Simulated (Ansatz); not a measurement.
Is this Fe result the lowest state?

System: Fe, an experimental structure (space group Fm-3m, primitive cell doubled); the cell holds 2 atoms. Source: COD entry 9014113; the sample's temperature and pressure aren't taken into account, and it need not be the stable phase.

All numbers below come from Ansatz, DFT, PBE, PAW, plane waves, scalar-relativistic.

```yaml
crystal:
  lattice:
    - [0.0, 3.468, 3.468]
    - [1.734, 0.0, 1.734]
    - [1.734, 1.734, 0.0]
  atoms:
    - { symbol: Fe, position: [0.0, 0.0, 0.0], spin: 4.0 }
    - { symbol: Fe, position: [0.5, 0.0, 0.0], spin: -4.0 }
magnetization:
  spin_polarized: true
hamiltonian:
  xc: pbe
  pseudopotentials: { kind: paw }
basis:
  ecutwfc: 420
kpoints:
  mp_grid: { grid: [7, 14, 14] }
scf:
  occupations: { method: fermi_dirac, width: 0.05 }
  lower_state_search: "off"
output:
  forces: true
  stress: true
```

Time: 2.9 s on 2 threads of Arm Neoverse V2, on a shared host, peak memory 0.36 GiB.

The end of the output:

```
SCF converged after 12 iterations
Magnetization: 0.0000 μB (16.0000 up, 16.0000 down)
Absolute magnetization: 1.7541 μB (∫|ρ↑−ρ↓|, with the PAW one-centre terms)
Spin contamination: 0.4625 ħ² per cell (⟨S²⟩ above its minimum at these occupations)
Per-site moments (μB) at R_I (Å): [(0.8548, 1.0115), (-0.8548, 1.0115)]
Free energy (F): -8960.677444 eV
Harris-Foulkes:  -8960.677444 eV  (|F-HF|=1.37e-8)
Internal energy: -8960.642975 eV  (E = F + TS)
E sigma→0 (E₀):  -8960.660210 eV
Entropy (-TS):   -0.034469 eV (-17.235 meV/atom)
Fermi energy:    20.544354 eV
--- Forces (eV/Å), atoms counted from 1 ---
  atom   1  Fe     0.00000000    -0.00000000    -0.00000000
  atom   2  Fe     0.00000000     0.00000000     0.00000000
--- Stress (GPa, compression-positive) ---
        0.055368      -2.239459      -2.239459
       -2.239459       0.055368       2.239459
       -2.239459       2.239459       0.055368
  P = ⅓ Tr σ = 0.0554 GPa (0.554 kbar)
```

Site moments are taken inside atomic spheres and don't add up to the total.

Q: Has the SCF ended in the lowest solution? If not, by how much is it too high?

A: No. A state 12.4 meV/atom (0.025 eV per cell) lower exists in this cell: ferromagnetic, site moments Fe1 0.98, Fe2 0.98 μB, total 1.95 μB per cell, no gap on the k-mesh. It was reached from: parallel moments, default search for lower states [Fe1 4.00, Fe2 4.00 μB]; parallel moments, Broyden mixing, no switch to direct minimisation [Fe1 4.00, Fe2 4.00 μB]. The wrong state matters: the pressure is 2.8 GPa there against 0.1 GPa here. States within about 5 meV/atom are too close for this mesh, smearing and search to settle their order. This multiple of the primitive cell fits some opposed orders; other multiples fit others. Orders that need a larger cell or non-collinear spins weren't tried.
